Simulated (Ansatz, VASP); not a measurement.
One calculation of Au, two programs

```
CELL_PARAMETERS angstrom
0.00000 2.07901 2.07901
2.07901 0.00000 2.07901
2.07901 2.07901 0.00000
ATOMIC_POSITIONS crystal
Au 0.00000 0.00000 0.00000
```

Alike in both runs: functional PBE; k mesh 18 × 18 × 18; occupations gaussian, width 0.1 eV; no spin polarisation.

Ansatz relaxed the structure, and its values are those at the end. VASP's run is a single point on that final structure, the one shown.

|  | VASP | Ansatz |
| --- | --- | --- |
| version | VASP 6.6.1 | Ansatz 0.2.0 |
| potentials or method | VASP PAW PBE potentials, release 64 (Au) | scalar-relativistic, plane waves, PAW |
| plane-wave cutoff (eV) | 520 | 420 |
| valence electrons in the cell | 11 | 19 |

|  | VASP | Ansatz | Ansatz less VASP |
| --- | --- | --- | --- |
| gap on the k mesh at the Fermi level (eV) | none | none | - |
| pressure (GPa) | -0.3 | 0.0 | +0.25 |

A gap of «none» marks a metal or a gap that the smearing closes. With one functional, cell and mesh, what is left measures potentials, basis and numerics. The two sets of potentials don't hold the same shells in valence.

The runs have no spin-orbit coupling, so splittings on Au are missing.
